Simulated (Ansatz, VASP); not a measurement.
**One calculation of Rh, two programs**

INCAR

```
PREC = Accurate
ENCUT = 520
EDIFF = 1E-7
ISMEAR = 0
SIGMA = 0.1
LREAL = F
LASPH = T
NELM = 100
ALGO = Normal
ISIF = 2
LWAVE = F
LCHARG = F
GGA = PE
NBANDS = 14
```

KPOINTS

```
Automatic mesh
0
Gamma
  18 18 18
```

The input POSCAR:

```
Rh
1.0
    0.0000000000      1.8513147180      1.8513147180
    1.8513147180      0.0000000000      1.8513147180
    1.8513147180      1.8513147180      0.0000000000
Rh
1
Direct
    0.0000000000      0.0000000000      0.0000000000
```

Input for Ansatz:

```yaml
crystal:
  lattice:
    - [0.0, 1.851314718, 1.851314718]
    - [1.851314718, 0.0, 1.851314718]
    - [1.851314718, 1.851314718, 0.0]
  atoms:
    - { symbol: Rh, position: [0.0, 0.0, 0.0] }
basis:
  ecutwfc: 420
kpoints:
  mp_grid: { grid: [18, 18, 18] }
hamiltonian:
  xc: pbe
scf:
  occupations: { method: gaussian, width: 0.1 }
output:
  forces: true
  stress: true
  eigenvalues: true
  populations: true
```

Alike in both runs: task single point; functional PBE; k mesh 18 × 18 × 18; occupations gaussian, width 0.1 eV; no spin polarisation.

```csv
,VASP,Ansatz
version,VASP 6.6.1,Ansatz 0.2.0
potentials or method,"VASP PAW PBE potentials, release 64 (Rh_pv)","scalar-relativistic, plane waves, PAW"
plane-wave cutoff (eV),520,420
valence electrons in the cell,15,17
```

VASP gave:

```
gap on the k mesh at the Fermi level (eV) : none
pressure (GPa)                            : 34.0
```

Q: Estimate Ansatz's values.

A: gap on the k mesh at the Fermi level (eV): none; pressure (GPa): 33.9.

A gap of «none» marks a metal or a gap that the smearing closes. The functional is the same, so the differences come from potentials, cutoffs and numerics. The two sets of potentials don't hold the same shells in valence.

Caveats: so large a pressure means that the cell lies far from this level's equilibrium, or that cutoff or potentials fall short (VASP).
